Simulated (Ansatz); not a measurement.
GeO2:
```cif
data_Ge3O6
_chemical_formula_sum 'Ge3 O6'
_space_group_name_H-M_alt 'P 1'
_space_group_IT_number 1
_cell_length_a 4.89025
_cell_length_b 4.89025
_cell_length_c 5.61413
_cell_angle_alpha 90.000
_cell_angle_beta 90.000
_cell_angle_gamma 120.000
loop_
_space_group_symop_operation_xyz
  'x, y, z'
loop_
_atom_site_label
_atom_site_type_symbol
_atom_site_fract_x
_atom_site_fract_y
_atom_site_fract_z
_atom_site_occupancy
Ge1 Ge 0.44591 0.00000 0.33333 1
Ge2 Ge 0.00000 0.44591 0.66667 1
Ge3 Ge 0.55409 0.55409 0.00000 1
O1 O 0.39140 0.31121 0.24860 1
O2 O 0.68879 0.08019 0.58194 1
O3 O 0.91981 0.60860 0.91527 1
O4 O 0.31121 0.39140 0.75140 1
O5 O 0.08019 0.68879 0.41806 1
O6 O 0.60860 0.91981 0.08473 1
```

Relaxed with LDA.

Task: Give the optical modes at the zone centre with their infrared and Raman activity from DFPT, LDA (plane waves, PAW; program Ansatz).

Result: Transverse frequencies, without the LO–TO term; a row sums one degenerate level.

```csv
ω (cm⁻¹),degeneracy,IR ((D/Å)²/amu),Raman (Å⁴/amu),activity,symmetry
121,2,0.10,3.0,IR+Raman,E
159,1,0.00,7.1,Raman,A1
204,2,1.53,0.88,IR+Raman,E
226,1,4.48,0,IR,A2
233,2,4.73,1.9,IR+Raman,E
250,1,0.00,4.1,Raman,A1
308,2,9.79,1.4,IR+Raman,E
322,1,0.45,0,IR,A2
447,1,0.00,300,Raman,A1
521,2,5.82,25,IR+Raman,E
533,1,13.16,0,IR,A2
582,2,5.05,4.4,IR+Raman,E
822,2,54.33,6.6,IR+Raman,E
844,1,27.68,0,IR,A2
848,1,0.00,13,Raman,A1
919,2,0.90,2.5,IR+Raman,E
```

Task: How high does the top mode go among those that the LO–TO term moves?

Result: 934 cm⁻¹ for q along x, 934 cm⁻¹ for q along y, 945 cm⁻¹ for q along z.

Space group P3_121. The LDA relaxation kept the symmetry of its start; phonons on a q-mesh show no instability.

Potentials: the later of the program's two PAW sets.
